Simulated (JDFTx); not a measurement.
Runs of JDFTx 1.7.0 (patched build) on WS2 (Tungstenite). It takes space group P6_3/mmc (No. 194, hexagonal). Conventional cell: a = 3.180 Å, b = 3.180 Å, c = 12.500 Å, α = 90.00°, β = 90.00°, γ = 120.00°. W (site symmetry -6m2) is surrounded by 6 S at 2.41 Å. S (site symmetry 3m) is surrounded by 3 W at 2.41 Å. 

```csv
task,level,potentials or basis,cell,k mesh,cutoff (eV),smearing,local potential set to -Z/r beyond,max SCF steps,SCF threshold on the energy,solver of the electrons,further solve for the empty bands,mesh quality,gap on the mesh (eV),pressure (GPa),relaxed volume (Å³/atom),largest force (eV/Å)
single point,LDA,PseudoDojo-SR-LDA-0.4.1-standard with smoothed tails,as given,10 × 10 × 3,952,gaussian 0.02 eV,6 bohr,100,1e-09 Ha,scf,yes,not flagged,1.04,-5.9,-,(a)
single point,LDA,PseudoDojo-SR-LDA-0.4.1-standard with smoothed tails,as given,4 × 4 × 1,952,fermi-dirac 0.05 eV,6 bohr,100,1e-09 Ha,scf,yes,coarse,1.32,-6.2,-,0.46
single point,PBE,PseudoDojo-SR-PBE-0.5-standard,as given,10 × 10 × 3,1007,fermi-dirac 0.05 eV,-,100,1e-09 Ha,scf,yes,not flagged,1.12,2.3,-,0.14
single point,PBEsol,PseudoDojo-SR-PBEsol-0.4.1-standard with smoothed tails,as given,4 × 4 × 1,1007,fermi-dirac 0.05 eV,6 bohr,100,1e-09 Ha,scf,yes,coarse,1.35,-3.0,-,0.23
relaxation of cell and atoms,LDA,PseudoDojo-SR-LDA-0.4.1-standard with smoothed tails,relaxed,5 × 5 × 2,952,fermi-dirac 0.05 eV,6 bohr,100,1e-09 Ha,scf,no,coarse,0.91,-0.1,(d),-
relaxation of cell and atoms,PBEsol,PseudoDojo-SR-PBEsol-0.4.1-standard with smoothed tails,relaxed,5 × 5 × 2,1007,fermi-dirac 0.05 eV,6 bohr,100,1e-09 Ha,scf,no,coarse,(b),0.0,18.05,-
single point,PBEsol,PseudoDojo-SR-PBEsol-0.4.1-standard with smoothed tails,as given,10 × 10 × 3,1007,fermi-dirac 0.05 eV,6 bohr,100,1e-09 Ha,scf,yes,not flagged,(c),-2.7,-,0.15
```

Alike in all rows: no spin polarisation.

Problem. Fill in the values left out.

Solution. (a) 0.39; (b) 1.15; (c) 1.08; (d) 17.14.

Caveats: some runs use coarse meshes; spin-orbit coupling is left out, which moves the levels of the heavy elements; an odd mesh through Γ misses points on the zone boundary, where band edges often lie; this functional lacks dispersion, which binds the layers, so the pressure and a relaxed spacing across them are unreliable (some runs); the empty levels aren't tightly converged (some runs); the plane waves are those of the starting cell, so after so large a change of volume the result is rough (some runs).

A k mesh can miss the band edges, and the runs leave out spin-orbit coupling on W.

Not every run made on this cell is shown here.
